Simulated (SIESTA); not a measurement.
Here is a SIESTA 5.4.2 calculation.

Contents of Sc.fdf:

```
SystemName                      Sc
SystemLabel                     Sc
NumberOfSpecies                 1
NumberOfAtoms                   2
%block ChemicalSpeciesLabel
  1  21 Sc
%endblock ChemicalSpeciesLabel

LatticeConstant                 1.0 Ang
%block LatticeVectors
     3.3090000000     0.0000000000     0.0000000000
    -1.6545000000     2.8656780611     0.0000000000
     0.0000000000     0.0000000000     5.2733000000
%endblock LatticeVectors
AtomicCoordinatesFormat         Fractional
%block AtomicCoordinatesAndAtomicSpecies
     0.6666666667     0.3333333333     0.7500000000  1  Sc
     0.3333333333     0.6666666667     0.2500000000  1  Sc
%endblock AtomicCoordinatesAndAtomicSpecies

%block kgrid.MonkhorstPack
    9   0   0  0.0
    0   9   0  0.0
    0   0   5  0.0
%endblock kgrid.MonkhorstPack
XC.Functional                   GGA
XC.Authors                      PBE
PAO.BasisSize                   DZP
PAO.EnergyShift                 0.003 Ry
Mesh.Cutoff                     800 Ry
OccupationFunction              FD
ElectronicTemperature           0.05 eV
MaxSCFIterations                120
SCF.MustConverge                false
SCF.Mixer.Method                Pulay
SCF.Mixer.Weight                0.25
SCF.Mixer.History               8
SCF.DM.Tolerance                5.0e-05
SCF.H.Tolerance                 1.0e-03 eV
WriteForces                     true
Charge.Mulliken                 end
BandLinesScale                  ReciprocalLatticeVectors
%block BandLines
    1    0.000000   0.000000   0.000000  \Gamma
   11    0.500000   0.000000   0.000000  M
    7    0.333333   0.333333   0.000000  K
   13    0.000000   0.000000   0.000000  \Gamma
    6    0.000000   0.000000   0.500000  A
   11    0.500000   0.000000   0.500000  L
    7    0.333333   0.333333   0.500000  H
   13    0.000000   0.000000   0.500000  A
    1    0.500000   0.000000   0.500000  L
    6    0.500000   0.000000   0.000000  M
    1    0.333333   0.333333   0.000000  K
    6    0.333333   0.333333   0.500000  H
%endblock BandLines
%block PAO.Basis
  Sc 5
  n=3 0 2
    3.326 0.000
  n=4 0 2
    9.168 0.000
  n=3 1 2
    3.797 0.000
  n=4 1 1
    9.168
  n=3 2 2
    7.010 0.000
%endblock PAO.Basis
```

Potentials or basis: PseudoDojo 0.4 standard (PBE files), DZP (energy shift 0.003 Ry; two zetas on semicore shells).

Command:

```sh
$ siesta Sc.fdf > Sc.out 2>&1
```

Problem. Predict the pressure.

Solution. -0.8 GPa.

Problem. Estimate the band gap on the k mesh.

Solution. None (metal or under the smearing width).

Levels at the corners of the path, in eV from the Fermi level:
```csv
point,band 6,band 7,band 8,band 9,band 10,band 11,band 12,band 13,band 14,band 15
Γ,-27.85,-27.85,-27.83,-5.13,-1.67,0.41,1.61,1.61,1.72,2.01
M,-27.99,-27.93,-27.89,-1.59,-1.03,-0.67,-0.30,1.21,1.42,1.78
K,-28.00,-27.99,-27.99,-0.66,-0.66,-0.58,-0.44,1.00,1.00,2.03
Γ,-27.85,-27.85,-27.83,-5.13,-1.67,0.41,1.61,1.61,1.72,2.01
A,-27.87,-27.87,-27.87,-3.64,-3.64,0.89,0.89,1.55,1.55,1.55
L,-27.94,-27.93,-27.93,-1.45,-1.45,0.04,0.04,1.25,1.25,2.40
H,-28.06,-27.90,-27.90,-0.37,-0.37,-0.12,-0.12,0.25,0.25,2.35
A,-27.87,-27.87,-27.87,-3.64,-3.64,0.89,0.89,1.55,1.55,1.55
L,-27.94,-27.93,-27.93,-1.45,-1.45,0.04,0.04,1.25,1.25,2.40
M,-27.99,-27.93,-27.89,-1.59,-1.03,-0.67,-0.30,1.21,1.42,1.78
K,-28.00,-27.99,-27.99,-0.66,-0.66,-0.58,-0.44,1.00,1.00,2.03
H,-28.06,-27.90,-27.90,-0.37,-0.37,-0.12,-0.12,0.25,0.25,2.35
```

Caveat: the basis of atomic orbitals isn't converged, which shifts pressures, moduli and gaps.
